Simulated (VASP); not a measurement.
**BN: relaxation of cell and atoms with PBEsol+rVV10**

The system is BN.

```
N B
1.0
     1.25112    0.72234    3.37293
    -1.25112    0.72234    3.37293
     0.00000   -1.44467    3.37293
N B
1 1
Direct
  0.66724 0.66724 0.66724
  0.00033 0.00033 0.00033
```

The cell is a database's computed one.

| Item | Value |
| --- | --- |
| Program | VASP 6.6.1 |
| Task | relaxation of cell and atoms |
| Functional | PBEsol |
| Dispersion | rVV10 |
| Potentials or basis | VASP PAW PBE potentials, release 64 (N, B) |
| Cutoff | 600 eV |
| k mesh | 12 × 12 × 12 |
| Occupations | fermi-dirac, width 0.05 eV |
| Spin | no spin polarisation |
| Further INCAR settings | ALGO = Fast; EDIFF = 1e-07; IBRION = 2; EDIFFG = -0.02; NSW = 40; ISIF = 3 |

| Quantity | Value |
| --- | --- |
| Relaxed volume | 9.01 Å³/atom |
| Relaxed cell | a = 3.618 Å, b = 3.618 Å, c = 3.618 Å, α = 40.50°, β = 40.50°, γ = 40.50° |
| Space group after relaxing (to 0.05 Å) | R3m (No. 160) |
| Energy gained by relaxing | 0.5 meV/atom |
| Ionic steps | 6 |
| Pressure after relaxing | -0.1 GPa |
| Largest force after relaxing | 0.019 eV/Å |
| Band gap on the k mesh | 4.12 eV, indirect (least direct gap 4.62 eV) |

Forces in eV/Å, atoms in the order of the input:
```
N    0.000  0.000  0.019
B    0.000  0.000 -0.019
```

Stress tensor (GPa, compression positive):
```
 0.05  0.00  0.00
 0.00  0.05  0.00
 0.00  0.00 -0.31
```

The path:
```
step  energy change (eV)  largest force (eV/Å)  pressure (GPa)  volume (Å³)
   1              0.0000                0.0026            0.54        18.29
   2              0.0002                0.0017           -1.60        18.37
   3             -0.0002                0.0009           -0.30        18.32
   4             -0.0003                0.0011           -0.27        18.29
   5             -0.0006                0.0070           -0.20        18.20
   6             -0.0010                0.0190           -0.07        18.02
```

Final structure:
```xyz
2
Lattice="1.2524 0.7231 3.3166 -1.2524 0.7231 3.3166 0.0000 -1.4461 3.3166" Properties=species:S:1:pos:R:3 pbc="T T T"
N     0.0000    0.0000    6.6382
B     0.0000    0.0000    0.0039
```

Levels at points of the mesh, in eV from the valence-band top:
| k point | band 2 | band 3 | band 4 | band 5 | band 6 | band 7 |
| --- | --- | --- | --- | --- | --- | --- |
| (0.00, 0.00, 0.00) | -4.08 | -1.25 | -1.25 | 5.02 | 11.63 | 11.63 |
| (0.50, 0.00, 0.00) | -8.93 | -4.04 | -0.56 | 5.23 | 9.86 | 12.89 |
| (0.50, 0.50, 0.00) | -8.79 | -4.11 | -1.21 | 4.12 | 9.81 | 14.13 |
| (0.50, 0.50, 0.50) | -6.27 | -1.27 | -1.27 | 10.13 | 11.55 | 11.55 |

Wall time 7.7 min on 1 thread of AMD EPYC 7R43 64-Core Processor (Zen 3), on a shared host, peak memory 0.28 GiB.

Caveat: the PAW data sets were made with another functional, which shifts forces and pressure a little. A k mesh can miss the band edges.
